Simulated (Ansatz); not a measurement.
A run of Ansatz 0.2.0 is set up as follows.

input.yaml

```yaml
crystal:
  lattice:
    - [0.0, 2.9305, 2.9305]
    - [2.9305, 0.0, 2.9305]
    - [2.9305, 2.9305, 0.0]
  atoms:
    - { symbol: In, position: [0.0, 0.0, 0.0] }
    - { symbol: P, position: [0.75, 0.75, 0.75] }
kpoints:
  mp_grid: { grid: [8, 8, 8] }
  band_path:
    path:
      - [0.0, 0.0, 0.0]
      - [0.5, 0.0, 0.5]
      - [0.5, 0.25, 0.75]
      - [0.375, 0.375, 0.75]
      - [0.0, 0.0, 0.0]
      - [0.5, 0.5, 0.5]
      - [0.625, 0.25, 0.625]
      - [0.5, 0.25, 0.75]
    npoints: 12
scf:
  occupations: { method: fermi_dirac, width: 0.05 }
hamiltonian:
  xc: pbesol
  pseudopotentials: { kind: all_electron, lapw: { basis_error: 0.001 } }
output:
  forces: true
  stress: true
  eigenvalues: true
```

Potentials or basis: all-electron LAPW, scalar-relativistic.

The run is started by

```sh
$ ansatz run input.yaml --threads 1 --pin off --max-ram 3072MiB --backend cpu --events-out ev --progress --plain --runs-dir out
```

(1) Predict the band gap on the k mesh.

(2) Estimate the band gap along the path.

Answers

(1) 0.61 eV, direct.

(2) 0.61 eV, direct.

Caveat: spin-orbit coupling is left out, which moves the levels of the heavy elements.

**Measured values to compare with.**

From a printed reference work, data compilation, for a bulk crystal of InP at 1.6 K: band gap 1.4236 eV (direct).

Measured gap of InP: 1.4236 eV (direct; 1.6 K; a printed reference work, data compilation). This calculation gives 0.61 eV (-0.81 eV). Spin-orbit coupling on In is left out. The value is that of PBEsol, without temperature or zero-point motion. Semilocal functionals fall short of measured gaps as a rule.
